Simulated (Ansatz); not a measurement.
**Ti3Al: a tetragonal deformation path**

One table from this session's results is given with a row withheld; the runs are named, their logs left out.

Program: Ansatz 0.2.0. Level of theory: DFT PBEsol, scalar-relativistic, plane waves, PAW. These are calculated values, not measurements.

**The structure to begin with**

It takes space group Fm-3m (No. 225, cubic). Conventional cell: a = 6.383 Å, b = 6.383 Å, c = 6.383 Å, α = 90.00°, β = 90.00°, γ = 90.00°. Ti (site symmetry -43m) is surrounded by 4 Ti at 2.76 Å and 4 Al at 2.76 Å. Around Ti (site symmetry m-3m) lie 8 Ti at 2.76 Å. Around Al (site symmetry m-3m) lie 8 Ti at 2.76 Å.

As a file:

```cif
data_structure
_symmetry_space_group_name_H-M 'P 1'
_symmetry_Int_Tables_number 1
_cell_length_a 4.5135
_cell_length_b 4.5135
_cell_length_c 4.5135
_cell_angle_alpha 60.000
_cell_angle_beta 60.000
_cell_angle_gamma 60.000
_cell_volume 65.02
loop_
_atom_site_label
_atom_site_type_symbol
_atom_site_fract_x
_atom_site_fract_y
_atom_site_fract_z
_atom_site_occupancy
Ti1 Ti 0.75000 0.75000 0.75000 1
Ti2 Ti 0.25000 0.25000 0.25000 1
Ti3 Ti 0.00000 0.00000 0.00000 1
Al1 Al 0.50000 0.50000 0.50000 1
```

It goes back to an entry of the Materials Project, which need not be the stable form.

It is the result of an earlier relaxation at this level (volume 16.25 Å³/atom; gap on the mesh: none (metal), site moments up to 0.9 μB).

The first run:

At fixed volume and fractional coordinates, lengths along (0.000, 0.000, 1.000) are scaled against those across it; ρ is that ratio over its starting value.

Input file input.yaml:

```yaml
crystal:
  lattice:
    - [0.0, 3.5825418749, 2.5328571055]
    - [3.5825418749, 0.0, 2.5328571055]
    - [3.5825418749, 3.5825418749, 0.0]
  atoms:
    - { symbol: Ti, position: [0.75, 0.75, 0.75], spin: 0.22 }
    - { symbol: Ti, position: [0.25, 0.25, 0.25], spin: 0.22 }
    - { symbol: Ti, position: [0.0, 0.0, 0.0], spin: 0.96 }
    - { symbol: Al, position: [0.5, 0.5, 0.5] }
basis:
  ecutwfc: 420
kpoints:
  mp_grid: { grid: [14, 14, 14] }
hamiltonian:
  xc: pbesol
scf:
  occupations: { method: gaussian, width: 0.15 }
output:
  forces: true
  stress: true
  eigenvalues: true
  populations: true
magnetization:
  spin_polarized: true
```

Launch:

```bash
$ ansatz run input.yaml --threads 1 --pin off --max-ram 2560MiB --backend cpu --events-out ev --progress --plain --runs-dir out
```

Steps of the session up to this table: At ρ = 0.707; ρ = 1.414; Point ρ = 0.850.

One table of the session follows, with a row left open; its other results are not shown here.

| ρ | ΔE (meV/atom) | pressure (GPa) | moment (μB/cell) |
| --- | --- | --- | --- |
| 0.707 | 274.3 | 4.1 | 0.00 |
| 0.850 | ? | ? | ? |
| 1.000 | 0.0 | 0.0 | 1.68 |
| 1.414 | -88.5 | -0.7 | 0.00 |

**Question.** Estimate the row for ρ = 0.850.

Worked estimate for «ΔE (meV/atom)». A straight line through the neighbours (0.707, 274.3) and (1.000, 0.0) gives 274.3 + (0.0 − 274.3) × (0.850 − 0.707) / (1.000 − 0.707) = 140.4; a parabola fitted to 3 rows on both sides gives 118.5.

The run gave: ΔE (meV/atom): 39.3; pressure (GPa): 0.5; moment (μB/cell): 1.33. In «ΔE (meV/atom)» the line misses by +101.1 and the parabola by +79.2.

Caveats from the session: Warnings in the runs' records: seeded moment not kept.
